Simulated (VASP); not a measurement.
# Au (I4/mmm) in VASP: further runs

The runs below take Au through single point, with PBE.

All numbers are computed with VASP 6.6.1; they aren't measurements. Logs are shortened: lines on timing, memory, paths and dates and some standing lists are left out, and cuts for length are marked.

## 1. The cell of the first run

It takes space group I4/mmm (No. 139, tetragonal). Conventional cell: a = 3.315 Å, b = 3.315 Å, c = 3.215 Å, α = 90.00°, β = 90.00°, γ = 90.00°. Around Au (site symmetry 4/mmm) lie 10 Au at 2.84 to 3.22 Å.

This isn't the form of Au at room conditions, which is fcc.

## 2. Single point, PBE (strain +0.000 along x and y, -0.030 along z, atoms carried along)

File INCAR:

```
ALGO     = Fast           # electronic algorithm
EDIFF    = 1E-6           # SCF threshold, eV
ENCUT    = 520            # plane-wave cutoff, eV
GGA      = PE             # functional
ISIF     = 2              # what is computed and relaxed
ISMEAR   = 0              # smearing method
LASPH    = True           # aspherical terms in the spheres
LCHARG   = True           # write CHGCAR
LELF     = True           # ELF
LREAL    = False          # projectors in reciprocal space
LVHAR    = True         
LWAVE    = False          # write WAVECAR
NBANDS   = 12             # bands
NELM     = 80             # most SCF steps
PREC     = Accurate       # precision mode
SIGMA    = 0.15           # smearing width, eV
```

File KPOINTS:

```
k-points
0
Gamma
  20 20 20
```

File POSCAR:

```
Au
1.0
   -1.6572690000      1.6572690000      1.6075509300
    1.6572690000     -1.6572690000      1.6075509300
    1.6572690000      1.6572690000     -1.6075509300
Au
1
Direct
    0.0000000000      0.0000000000      0.0000000000
```

Potentials or basis: VASP PAW PBE potentials, release 64 (Au).

Started as:

```
> cat potpaw_PBE.64/Au/POTCAR > POTCAR
> mpirun -np 1 vasp_std > vasp.out
```

OUTCAR:

```text
EDIFF = 1E-6
   ENCUT = 520
   GGA = PE
   ISIF = 2
   ISMEAR = 0
   LASPH = True
   LREAL = False
   NELM = 80
   PREC = Accurate

 ion  position               nearest neighbor table
   1  0.000  0.000  0.000-

  LATTYP: Found a body centered tetragonal cell.
 ALAT       =     3.3145380000
 C/A-ratio  =     0.9700000000

  Lattice vectors:

 A1 = (  -1.6572690000,   1.6572690000,   1.6075509300)
 A2 = (   1.6572690000,  -1.6572690000,   1.6075509300)
 A3 = (   1.6572690000,   1.6572690000,  -1.6075509300)

Analysis of symmetry for initial positions (statically):
=====================================================================
 Subroutine PRICEL returns:
 Original cell was already a primitive cell.

 Routine SETGRP: Setting up the symmetry group for a
 body centered tetragonal supercell.

 Subroutine GETGRP returns: Found 16 space group operations
 (whereof 16 operations were pure point group operations)
 out of a pool of 16 trial point group operations.

The static configuration has the point symmetry D_4h.

Analysis of symmetry for dynamics (positions and initial velocities):
=====================================================================
 Subroutine PRICEL returns:
 Original cell was already a primitive cell.

 Routine SETGRP: Setting up the symmetry group for a
 body centered tetragonal supercell.

 Subroutine GETGRP returns: Found 16 space group operations
 (whereof 16 operations were pure point group operations)
 out of a pool of 16 trial point group operations.

The dynamic configuration has the point symmetry D_4h.

 Subroutine INISYM returns: Found 16 space group operations
 (whereof 16 operations are pure point group operations),
 and found     1 'primitive' translations

----------------------------------------------------------------------------------------

                                     Primitive cell

  volume of cell :      17.6608

  direct lattice vectors                    reciprocal lattice vectors
    -1.657269000  1.657269000  1.607550930     0.000000000  0.301701172  0.311032136
     1.657269000 -1.657269000  1.607550930     0.301701172  0.000000000  0.311032136
     1.657269000  1.657269000 -1.607550930     0.301701172  0.301701172  0.000000000

  length of vectors
     2.842059301  2.842059301  2.842059301     0.433318113  0.433318113  0.426669890

  position of ions in fractional coordinates (direct lattice)
     0.000000000  0.000000000  0.000000000

  ion indices of the primitive-cell ions
   primitive index   ion index
                 1           1

[... 84 lines left out ...]
   EMIN   =  10.00;   EMAX   =-10.00  energy-range for DOS
   EFERMI =   0.00;   METHOD = LEGACY
   ISMEAR =     0;   SIGMA  =   0.15  broadening in eV -4-tet -1-fermi 0-gaus
   EFERMI_NEDOS =   21; number of points for ismear=-14 and -15
   IALGO  =     68    algorithm
   IMIX   =      4    mixing-type and parameters
     AMIX     =   0.40;   BMIX     =  1.00
     AMIX_MAG =   1.60;   BMIX_MAG =  1.00
  volume/ion in A,a.u.               =      17.66       119.18
  Fermi-wavevector in a.u.,A,eV,Ry     =   1.398091  2.642009 26.594747  1.954659
  Thomas-Fermi vector in A             =   2.521283
   LORBIT       =      0    0 simple, 1 ext, 2 COOP (PROOUT), +10 PAW based schemes
   GGA     = PE    functional components
   LHFCALC =     F    Hartree Fock is set to
   AEXX    =    0.0000 exact exchange contribution
   IVDW    =     0    specifies the selected vdW correction
   LEPSILON=     F    determine dielectric tensor
   LRPA    =     F    only Hartree local field effects (RPA)
 non-spin polarized calculation
 RMM-DIIS sequential band-by-band and
 Gauss-broadening in eV      SIGMA  =   0.15
  energy-cutoff  :      520.00
  volume of cell :       17.66
 maximum number of plane-waves:       486
 NGX is ok and might be reduce to    24
   NGX = 11   NGY = 11   NGZ = 11

 number of electron      11.0000001 magnetization

 Free energy of the ion-electron system (eV)
  ---------------------------------------------------
  ext. energy  EPLUGINS =         0.00000000
  ---------------------------------------------------
  free energy    TOTEN  =        -3.19950070 eV

  energy without entropy =       -3.19656027  energy(sigma->0) =       -3.19803048

 E-fermi :   8.9413     XC(G=0): -12.5065

 val. band max:        8.9147546449   @ k =  -0.2500  -0.3000   0.1000
 cond. band min:       8.9530380503   @ k =   0.5000   0.4000   0.0000
 fundamental gap:      0.0382834054
 Fermi energy:         8.9413077581

 k-point     1 :       0.0000    0.0000    0.0000
  band No.  band energies     occupation
      1      -0.5830      2.00000
      2       4.0862      2.00000
      3       4.2793      2.00000
      4       4.2793      2.00000
      5       5.9142      2.00000
      6       6.1414      2.00000
      7      25.2263      0.00000
      8      25.2263      0.00000
      9      25.7772      0.00000
     10      32.2821      0.00000
     11      32.2821      0.00000
     12      33.2759      0.00000
[... 331 lines left out ...]
 k-point    24 :      -0.3500    0.0500   -0.0000
  band No.  band energies     occupation
      1       1.9255      2.00000
      2       3.4014      2.00000
      3       4.9449      2.00000
      4       5.8722      2.00000
      5       6.1586      2.00000
      6       6.5629      2.00000
      7      17.8150      0.00000
      8      22.4032      0.00000
      9      24.3229      0.00000
     10      28.8035      0.00000
     11      29.6673      0.00000
     12      32.3577      0.00000

 [... further k-points ...]

------------------------ aborting loop because EDIFF is reached ----------------------------------------

  FORCE on cell =-STRESS in cart. coord.  units (eV):
  Direction    XX          YY          ZZ          XY          YZ          ZX
  --------------------------------------------------------------------------------------
  -------------------------------------------------------------------------------------
  Total        0.2986357      0.2986357      0.2899472      0.0000000     -0.0000000      0.0000000
  in kB       27.0920285     27.0920285     26.3038123      0.0000000     -0.0000000      0.0000000
  external PRESSURE =      26.8292898 kB  Pullay stress =       0.0000000 kB

 VOLUME and BASIS-vectors are now :
 -----------------------------------------------------------------------------
  energy-cutoff  :      520.00
  volume of cell :       17.66
      direct lattice vectors                 reciprocal lattice vectors
    -1.657269000  1.657269000  1.607550930     0.000000000  0.301701172  0.311032136
     1.657269000 -1.657269000  1.607550930     0.301701172  0.000000000  0.311032136
     1.657269000  1.657269000 -1.607550930     0.301701172  0.301701172  0.000000000

 POSITION                                       TOTAL-FORCE (eV/Angst)
 -----------------------------------------------------------------------------------
      0.00000      0.00000      0.00000        -0.000000      0.000000      0.000000
 -----------------------------------------------------------------------------------
    total drift:                               -0.000000      0.000000      0.000000

  FREE ENERGIE OF THE ION-ELECTRON SYSTEM (eV)
  ---------------------------------------------------
  free  energy   TOTEN  =        -3.1995007011 eV

  energy  without entropy=       -3.1965602682  energy(sigma->0) =       -3.19803048
```

It took 37 s on 1 thread of Intel Xeon 6975P-C (Granite Rapids), shared host; peak memory 0.25 GiB.

Results:

* Free energy: -3.1995 eV
* Pressure: 2.7 GPa
* Band gap on the k mesh: none (metal or under the smearing width)

The run has no spin-orbit coupling, so splittings on Au are missing.

## 3. Single point, PBE (strain -0.015 along x and y, +0.000 along z, atoms carried along)

File INCAR:

```
PREC = Accurate
ENCUT = 520
EDIFF = 1E-6
ISMEAR = 0
SIGMA = 0.15
LREAL = False
LASPH = True
NELM = 80
ALGO = Fast
ISIF = 2
LWAVE = False
LCHARG = False
GGA = PE
NBANDS = 12
```

File KPOINTS:

```
regular mesh
0
Gamma
  20 20 20
```

File POSCAR:

```
Au
1.0
   -1.6324099650      1.6324099650      1.6572690000
    1.6324099650     -1.6324099650      1.6572690000
    1.6324099650      1.6324099650     -1.6572690000
Au
1
Direct
    0.0000000000      0.0000000000      0.0000000000
```

Potentials or basis: VASP PAW PBE potentials, release 64 (Au).

Started as:

```
> cat potpaw_PBE.64/Au/POTCAR > POTCAR
> mpirun -np 1 vasp_std > vasp.out
```

It took 36 s on 1 thread of Intel Xeon 6975P-C (Granite Rapids), shared host; peak memory 0.25 GiB.

Results (log left out):

```
Free energy            : -3.1995 eV
Pressure               : 2.6 GPa
Band gap on the k mesh : none (metal or under the smearing width)
```

Levels at points of the mesh, in eV from the Fermi level:
| k point | band 4 | band 5 | band 6 | band 7 | band 8 | band 9 |
| --- | --- | --- | --- | --- | --- | --- |
| (0.00, 0.00, 0.00) | -4.66 | -2.95 | -2.84 | 16.31 | 16.56 | 16.56 |
| (0.50, 0.00, 0.00) | -2.72 | -1.45 | -0.54 | 3.29 | 12.40 | 13.76 |
| (0.50, 0.50, 0.00) | -2.67 | -1.43 | -0.45 | 3.41 | 12.19 | 13.42 |
| (0.50, 0.50, 0.50) | -1.79 | -1.79 | 5.96 | 6.38 | 6.38 | 9.27 |

## 4. Single point, PBE (strain +0.030 along x and y, +0.000 along z, atoms carried along)

File INCAR:

```
SYSTEM = Au
PREC = Accurate
ENCUT = 520
EDIFF = 1E-6
ISMEAR = 0
SIGMA = 0.15
LREAL = .False.
LASPH = .True.
NELM = 100
ALGO = Fast
ISIF = 2
LWAVE = .False.
LCHARG = .False.
GGA = PE
NBANDS = 12
```

File KPOINTS:

```
Automatic mesh
0
Gamma
  20 20 20
  0 0 0
```

File POSCAR:

```
Au
1.0
   -1.7069870700      1.7069870700      1.6572690000
    1.7069870700     -1.7069870700      1.6572690000
    1.7069870700      1.7069870700     -1.6572690000
Au
1
Direct
    0.0000000000      0.0000000000      0.0000000000
```

Started as:

```
> cat potpaw_PBE.64/Au/POTCAR > POTCAR
> mpirun -np 1 vasp_std > vasp.out
```

Run time: 37 s. Hardware: 1 thread of Intel Xeon 6975P-C (Granite Rapids), shared host; peak memory 0.26 GiB.

Results (log left out):

```
Free energy            : -3.1672 eV
Pressure               : -7.8 GPa
Band gap on the k mesh : none (metal or under the smearing width)
```

Stress tensor (GPa, compression positive):
```
-7.74  0.00  0.00
 0.00 -7.74  0.00
 0.00  0.00 -7.95
```

Levels at points of the mesh, in eV from the Fermi level:
| k point | band 2 | band 3 | band 4 | band 5 | band 6 | band 7 | band 8 | band 9 | band 10 | band 11 |
| --- | --- | --- | --- | --- | --- | --- | --- | --- | --- | --- |
| (0.00, 0.00, 0.00) | -4.39 | -4.23 | -4.23 | -2.81 | -2.63 | 16.22 | 16.22 | 16.72 | 21.82 | 21.82 |
| (0.50, 0.00, 0.00) | -5.23 | -2.81 | -2.50 | -1.48 | -0.11 | 2.91 | 12.07 | 12.79 | 19.73 | 20.41 |
| (0.50, 0.50, 0.00) | -5.05 | -2.97 | -2.62 | -1.51 | -0.26 | 2.69 | 12.50 | 13.42 | 20.57 | 20.82 |
| (0.50, 0.50, 0.50) | -5.84 | -1.81 | -1.81 | -1.76 | 5.86 | 5.86 | 6.67 | 8.21 | 14.39 | 14.98 |

## 5. Overview

```tsv
cell	gap on the mesh (eV)	pressure (GPa)
strain +0.000 along x and y, -0.030 along z, atoms carried along	none	2.7
strain -0.015 along x and y, +0.000 along z, atoms carried along	none	2.6
strain +0.030 along x and y, +0.000 along z, atoms carried along	none	-7.8
```

Alike in all rows: task single point; level PBE; potentials or basis VASP PAW PBE potentials, release 64 (Au); no spin polarisation; k mesh 20 × 20 × 20; cutoff (eV) 520; smearing gaussian 0.15 eV.

Absolute energies hang on the potentials; compare differences alone.
